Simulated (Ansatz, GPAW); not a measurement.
**One calculation of LiCl, 3 ways**

```
CELL_PARAMETERS angstrom
0.00000 2.56477 2.56477
2.56477 0.00000 2.56477
2.56477 2.56477 0.00000
ATOMIC_POSITIONS crystal
Cl 0.50000 0.50000 0.50000
Li 0.00000 0.00000 0.00000
```

Alike in all runs: task single point; functional PBE; k mesh 9 × 9 × 9; occupations gaussian, width 0.016 eV; no spin polarisation; no spin-orbit coupling. Pressure is positive in compression and, in plane waves, holds the error of the finite cutoff, which Ansatz's Pulay term estimates and takes out.

| program and potentials | plane-wave cutoff (eV) | notes | pressure (GPa) |
| --- | --- | --- | --- |
| Ansatz, Ansatz PAW | 420 | 5 valence electrons an atom on average | 0.40 |
| Ansatz, all-electron LAPW, scalar-relativistic | - | - | 0.40 |
| GPAW, GPAW PAW data sets (gpaw-data 1.2.1) | 800 | 4 valence electrons an atom on average | 0.51 |

The pressure spans 0.40 (Ansatz, Ansatz PAW) to 0.51 GPa (GPAW, GPAW PAW data sets (gpaw-data 1.2.1)), with all-electron results at 0.40.

The functional is the same throughout but for its coding, so the spread measures potentials, basis and numerics; runs on potential files found faulty are left out.
